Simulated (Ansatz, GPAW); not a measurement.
One calculation of Ta, 3 ways

```
Ta
1.0
    -1.65128    1.65128    1.65128
     1.65128   -1.65128    1.65128
     1.65128    1.65128   -1.65128
Ta
1
Direct
  0.00000 0.00000 0.00000
```

Alike in all runs: task single point; functional PBE; k mesh 11 × 11 × 11; occupations gaussian, width 0.023 eV; no spin polarisation; no spin-orbit coupling. Pressure is positive in compression and, in plane waves, holds the error of the finite cutoff, which Ansatz's Pulay term estimates and takes out.

| program and potentials | plane-wave cutoff (eV) | notes | pressure (GPa) |
| --- | --- | --- | --- |
| Ansatz, Ansatz PAW | 420 | Pulay term of +0.06 GPa included | 2.10 |
| GPAW, GPAW PAW data sets (gpaw-data 1.2.1) | 600 | - | 2.33 |
| Ansatz, all-electron LAPW, scalar-relativistic | - | - | 2.06 |

The pressure spans 2.06 (Ansatz, all-electron LAPW, scalar-relativistic) to 2.33 GPa (GPAW, GPAW PAW data sets (gpaw-data 1.2.1)), with all-electron results at 2.06.

Differences between rows come from potentials, basis sets and numerical settings, since the functional is the same but for its coding. Runs on potential files found faulty are left out.

All three calculations put bcc Ta under slight compression, so the PBE equilibrium volume is somewhat larger than that of this cell. The cell lies close to the experimental lattice constant, and the sign fits the tendency of PBE to underbind 5d metals a little. Tantalum is stiff because its valence electrons largely fill the bonding part of the broad 5d band while leaving the antibonding part mostly empty. Even a small mismatch in lattice constant therefore produces a pressure of a few GPa.

For the same reason, the spread between the rows corresponds to only a very small difference in equilibrium lattice constant. The Ansatz PAW result lies close to the all-electron value, while GPAW is higher, probably because of its data set, since a finite plane-wave cutoff usually lowers the calculated pressure rather than raising it. The agreement supports the sign and approximate size of the PBE pressure, but a single volume gives neither the bulk modulus nor a precise equilibrium lattice constant.
